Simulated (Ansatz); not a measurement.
**CdI2 (1T (CdI2) bulk type): Wannier functions and tight-binding models**

Aim: build maximally localised Wannier functions for CdI2 (1T (CdI2) bulk type) from several sets of trial orbitals, and check spreads and centres, and how well the models interpolate the bands. The runs, in order: PBE, anion s p, 6×6×4; PBE, anion s p, 6×6×2; PBE, anion p, 6×6×4; PBE, metal d and anion p, 6×6×4; PBE, metal d, 6×6×4; r2SCAN, anion s p, 6×6×4; r2SCAN, metal d, 6×6×4; HSE06, anion s p, 6×6×4 (level, trial orbitals, Wannier mesh).

Method: plane waves, PAW, in Ansatz 0.2.0.

2 further runs of the same task are left out: 2 that didn't finish.

**1. The system as given**

It takes space group P-3m1 (No. 164, trigonal). The conventional cell has a = 4.247 Å, b = 4.247 Å, c = 6.895 Å, α = 90.00°, β = 90.00°, γ = 120.00°. Cd (site symmetry -3m) has 6 I at 2.99 Å as nearest neighbours. Around I (site symmetry 3m) lie 3 Cd at 2.99 Å.

As a file:

```cif
data_structure
_symmetry_space_group_name_H-M 'P 1'
_symmetry_Int_Tables_number 1
_cell_length_a 4.2470
_cell_length_b 4.2470
_cell_length_c 6.8950
_cell_angle_alpha 90.000
_cell_angle_beta 90.000
_cell_angle_gamma 120.000
_cell_volume 107.70
loop_
_atom_site_label
_atom_site_type_symbol
_atom_site_fract_x
_atom_site_fract_y
_atom_site_fract_z
_atom_site_occupancy
Cd1 Cd 0.00000 0.00000 0.00000 1
I1 I 0.33333 0.66667 0.24939 1
I2 I 0.66667 0.33333 0.75061 1
```

Cell and atoms come from an earlier r2SCAN+rVV10 relaxation. No run includes spin-orbit coupling, which matters for I.

**2. PBE, anion s p, 6×6×4**

Input file input.yaml:

```yaml
crystal:
  lattice:
    - [4.2470087284, 0.0, 0.0]
    - [-2.1235043642, 3.6780174489, 0.0]
    - [0.0, 0.0, 6.8950251473]
  atoms:
    - { symbol: Cd, position: [0.0, 0.0, 0.0] }
    - { symbol: I, position: [0.3333333333, 0.6666666667, 0.2493934756] }
    - { symbol: I, position: [0.6666666667, 0.3333333333, 0.7506065244] }
kpoints:
  mp_grid: { grid: [6, 6, 4] }
  band_path:
    path:
      - [[0.0, 0.0, 0.0], [0.5, 6.946573760823e-17, 7.809366034647e-19], [0.3333333333333, 0.3333333333333, 7.809366034677e-19], [0.0, 0.0, 0.0], [-3.619269298239e-36, 1.4762229231e-36, 0.5], [0.5, 6.946573760823e-17, 0.5], [0.3333333333333, 0.3333333333333, 0.5], [-3.619269298239e-36, 1.4762229231e-36, 0.5]]
      - [[0.5, 6.946573760823e-17, 0.5], [0.5, 6.946573760823e-17, 7.809366034647e-19]]
      - [[0.3333333333333, 0.3333333333333, 0.5], [0.3333333333333, 0.3333333333333, 7.809366034677e-19]]
    npoints: 10
hamiltonian:
  xc: pbe
scf:
  occupations: { method: fixed }
  n_extra_bands: 6
output:
  forces: false
  stress: false
  eigenvalues: true
  wannier:
    kmesh: [6, 6, 4]
    projections: [{ species: I, l: s, shell: 5 }, { species: I, l: p, shell: 5 }]
    minimise: true
    write_hr: true
    conv_tol: 1.0e-08
    max_iter: 3000
```

Run with:

```
$ ansatz run input.yaml --threads 4 --pin off --max-ram 3686MiB --backend cpu --events-out ev --progress --plain --runs-dir out
```

Further steps of the session: PBE, anion s p, 6×6×2; PBE, anion p, 6×6×4; PBE, metal d and anion p, 6×6×4; PBE, metal d, 6×6×4; r2SCAN, anion s p, 6×6×4; r2SCAN, metal d, 6×6×4; HSE06, anion s p, 6×6×4.

Q: Predict the results of all the runs planned. Wanted: total spread, PBE, anion s p, 6×6×4; total spread, PBE, anion s p, 6×6×2; total spread, PBE, anion p, 6×6×4; total spread, PBE, metal d and anion p, 6×6×4; total spread, PBE, metal d, 6×6×4; total spread, r2SCAN, anion s p, 6×6×4; total spread, r2SCAN, metal d, 6×6×4; total spread, HSE06, anion s p, 6×6×4; centres of the first set.

As calculated:

```
                                     quantity                                 value
          total spread, PBE, anion s p, 6×6×4             16.04 Å² over 8 functions
          total spread, PBE, anion s p, 6×6×2             15.58 Å² over 8 functions
            total spread, PBE, anion p, 6×6×4             16.24 Å² over 6 functions
total spread, PBE, metal d and anion p, 6×6×4            18.45 Å² over 11 functions
            total spread, PBE, metal d, 6×6×4              4.19 Å² over 5 functions
       total spread, r2SCAN, anion s p, 6×6×4             15.59 Å² over 8 functions
         total spread, r2SCAN, metal d, 6×6×4              4.18 Å² over 5 functions
        total spread, HSE06, anion s p, 6×6×4             15.45 Å² over 8 functions
                     centres of the first set  0.44 to 0.73 Å from the nearest atom
```

**Reading.** With PBE, anion s p, 6×6×4 the 8 functions move off the atoms, with a mean spread of 2.01 Å²; 89 % of the total is gauge invariant. On one set and mesh the functional gives 16.04 (PBE), 15.59 (r2SCAN), 15.45 (HSE06) Å².
